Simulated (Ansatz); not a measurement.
Zinc-blende AlSb, treated with PBE0 (Ansatz, a first-principles code, PAW).

Numerical settings: plane-wave cutoff 460 eV, 8×8×8 k mesh, Fermi–Dirac smearing 0.01 eV, scalar-relativistic PAW data made under PBE.

Equation-of-state points:

| V (Å³/atom) | E − E_lowest (meV/atom) | P (GPa) |
|---|---|---|
| 27.828 | 14.31 | 3.27 |
| 28.560 | 3.42 | 1.53 |
| 29.323 | 0.00 | -0.05 |
| 30.025 | 3.10 | -1.33 |
| 30.757 | 11.94 | -2.50 |

Question: Estimate the bulk modulus from the pressures at 28.560 and 30.025 Å³/atom, and compare it with a fit to all energies.

Answer: B = −V dP/dV. Between V = 28.560 and 30.025 Å³/atom, dP/dV = (-1.33 − (1.53))/(30.025 − 28.560) = -1.95 GPa per Å³/atom; at the midpoint 29.292 Å³/atom this gives B ≈ 57.2 GPa. The third-order Birch–Murnaghan fit gives V0 = 29.295 Å³/atom, B0 = 57.1 GPa, B′ = 4.3, which lies within 1 % of that estimate.

Measured, for comparison: bulk modulus 58.2 GPa (temperature not stated, no zero-point or thermal correction; as tabulated in Toher et al. (2017), arXiv:1611.05714); equilibrium volume per atom 28.77 Å³/atom (low temperature, thermal expansion removed or low-temperature value; zero-point expansion not removed; as tabulated in Zhang et al. (2018), doi:10.1088/1367-2630/aac7f0). Computed (rounded) less measured: bulk modulus -2 %, equilibrium volume per atom +1.8 %.

Spin–orbit coupling is not included.

The computed numbers hold no vibrational or temperature effects.

It cost around 16 core-minutes (rough) of CPU time.
